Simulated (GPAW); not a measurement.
A run of GPAW 26.7.0 is set up as follows.

The input run.py:

```python
from ase.calculators.mixing import SumCalculator
from ase.filters import FrechetCellFilter
from ase.io import read, write
from ase.optimize import BFGS
from dftd3.ase import DFTD3
from gpaw import GPAW, PW

atoms = read('POSCAR')

calc = GPAW(mode=PW(600),
            xc='RPBE',
            kpts={'size': (7, 7, 7), 'gamma': True},
            occupations={'name': 'fermi-dirac', 'width': 0.05},
            nbands=19,
            convergence={'density': 1e-05, 'forces': 0.0001},
            maxiter=150,
            txt='gpaw.txt')
atoms.calc = SumCalculator([calc, DFTD3(method='rpbe', damping='d3bj')])
opt = BFGS(FrechetCellFilter(atoms), trajectory='relax.traj', logfile='-')
done = opt.run(fmax=0.02, steps=60)
calc.write('gs.gpw')
write('result.traj', atoms)
print('Converged:', done)
print('Cell:', atoms.cell.cellpar().round(4))
print('Volume:', round(atoms.get_volume(), 4))
print(atoms.get_scaled_positions().round(5))
```

Contents of POSCAR:

```
TePb
1.0
    0.0000000000      3.2310000000      3.2310000000
    3.2310000000      0.0000000000      3.2310000000
    3.2310000000      3.2310000000      0.0000000000
Pb Te
1 1
Direct
    0.0000000000      0.0000000000      0.0000000000
    0.5000000000      0.5000000000      0.5000000000
```

Potentials or basis: the program's PAW data sets (release 1.2.1) made for this functional, pw.

Launch:

```sh
$ OMP_NUM_THREADS=1 python run.py
```

(1) What does it give for the relaxed volume?

(2) What does it give for the space group after relaxing (to 0.05 Å)?

(3) Estimate the relaxed cell.

Results:

(1) 26.75 Å³/atom.

(2) Fm-3m (No. 225).

(3) a = 4.229 Å, b = 4.229 Å, c = 4.229 Å, α = 60.00°, β = 60.00°, γ = 60.00°.

Caveat: later steps reuse the first step's grids; the volume moved by over 15 % at a fixed basis, so the end points are rough.
